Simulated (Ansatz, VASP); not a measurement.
This is a calculation of CdI2 for VASP 6.6.1.

Contents of INCAR:

```
ALGO = Normal
EDIFF = 1E-7
ENCUT = 520
GGA = PE
ISIF = 2
ISMEAR = -1
LASPH = T
LCHARG = F
LREAL = F
LWAVE = F
NBANDS = 20
NELM = 100
PREC = Accurate
SIGMA = 0.05
```

The input KPOINTS:

```
k-points
0
Gamma
  7 7 4
```

POSCAR

```
CdI2
1.0
    4.1866416174      0.0000000000      0.0000000000
   -2.0933208087      3.6257379972      0.0000000000
    0.0000000000      0.0000000000      6.7662994471
I Cd
2 1
Direct
    0.6666666667      0.3333333333      0.7508000000
    0.3333333333      0.6666666667      0.2492000000
    0.0000000000      0.0000000000      0.0000000000
```

Potentials or basis: VASP PAW PBE potentials, release 64 (I, Cd).

Launch:

```bash
$ cat potpaw_PBE.64/I/POTCAR potpaw_PBE.64/Cd/POTCAR > POTCAR
$ mpirun -np 1 vasp_std > vasp.out
```

Q: Set up the same calculation for Ansatz 0.2.0. Potentials there: Ansatz PAW.

A: As run (the cutoff follows the program's own potentials):

File input.yaml:

```yaml
crystal:
  lattice:
    - [4.1866416174, 0.0, 0.0]
    - [-2.0933208087, 3.6257379972, 0.0]
    - [0.0, 0.0, 6.7662994471]
  atoms:
    - { symbol: I, position: [0.6666666667, 0.3333333333, 0.7508] }
    - { symbol: I, position: [0.3333333333, 0.6666666667, 0.2492] }
    - { symbol: Cd, position: [0.0, 0.0, 0.0] }
hamiltonian:
  xc: pbe
  pseudopotentials: { kind: paw }
kpoints:
  mp_grid: { grid: [7, 7, 4] }
scf:
  occupations: { method: fermi_dirac, width: 0.05 }
output:
  forces: true
  stress: true
  eigenvalues: true
```

Potentials or basis: Ansatz PAW.

Command:

```console
$ ansatz run input.yaml --threads 2 --pin off --max-ram 5120MiB --backend cpu --events-out ev --progress --plain --runs-dir out
```

Both were run:

|  | VASP | Ansatz | Ansatz less VASP |
| --- | --- | --- | --- |
| gap on the k mesh at the Fermi level (eV) | 2.44 | 2.45 | +0.009 |
| least direct gap on the mesh (eV) | 2.75 | 2.76 | +0.008 |
| pressure (GPa) | 3.7 | 3.6 | -0.14 |
| rms of the force components (eV/Å) | 0.185 | 0.173 | -0.0116 |

Atom by atom the forces differ by 0.012 eV/Å (rms over components). With one functional, cell and mesh, what is left measures potentials, basis and numerics. The two sets of potentials don't hold the same shells in valence.

Caveats: spin-orbit coupling is left out, which moves the levels of the heavy elements; this functional lacks dispersion, which binds the layers, so the pressure and a relaxed spacing across them are unreliable; an odd mesh through Γ misses points on the zone boundary, where band edges often lie (VASP); odd divisions of the mesh miss points on the zone boundary, where band edges often lie, so the gap on the mesh can be too wide (Ansatz).
